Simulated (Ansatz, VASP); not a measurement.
# Two plane-wave programs on Te2Mo

```xyz
6
Lattice="3.5365 0.0000 0.0000 -1.7682 3.0627 0.0000 0.0000 0.0000 24.6447" Properties=species:S:1:pos:R:3 pbc="T T T"
Te    0.0000    2.0418    5.5115
Te    1.7682    1.0209   22.6887
Te    1.7682    1.0209   19.1332
Te    0.0000    2.0418    1.9561
Mo    1.7682    1.0209    3.7347
Mo    0.0000    2.0418   20.9100
```

Change from the starting cell: volume scaled by 0.98.

Alike in both runs: task single point; functional PBE; k mesh 9 × 9 × 2; occupations fermi-dirac, width 0.05 eV; no spin polarisation.

```csv
,VASP,Ansatz
version,VASP 6.6.1,Ansatz 0.2.0
potentials or method,"VASP PAW PBE potentials, release 64 (Te, Mo_sv)",Ansatz PAW
plane-wave cutoff (eV),520,420
valence electrons in the cell,52,92
```

```tsv
	VASP	Ansatz	Ansatz less VASP
gap on the k mesh at the Fermi level (eV)	1.06	1.06	+0.001
least direct gap on the mesh (eV)	1.06	1.06	+0.001
rms of the force components (eV/Å)	0.253	0.246	-0.0070
```

Atom by atom the forces differ by 0.007 eV/Å (rms over components). The functional is the same, so the differences come from potentials, cutoffs and numerics. The two sets of potentials don't hold the same shells in valence.

Caveats: spin-orbit coupling is left out, which moves the levels of the heavy elements; odd divisions of the mesh miss points on the zone boundary, where band edges often lie, so the gap on the mesh can be too wide (Ansatz).
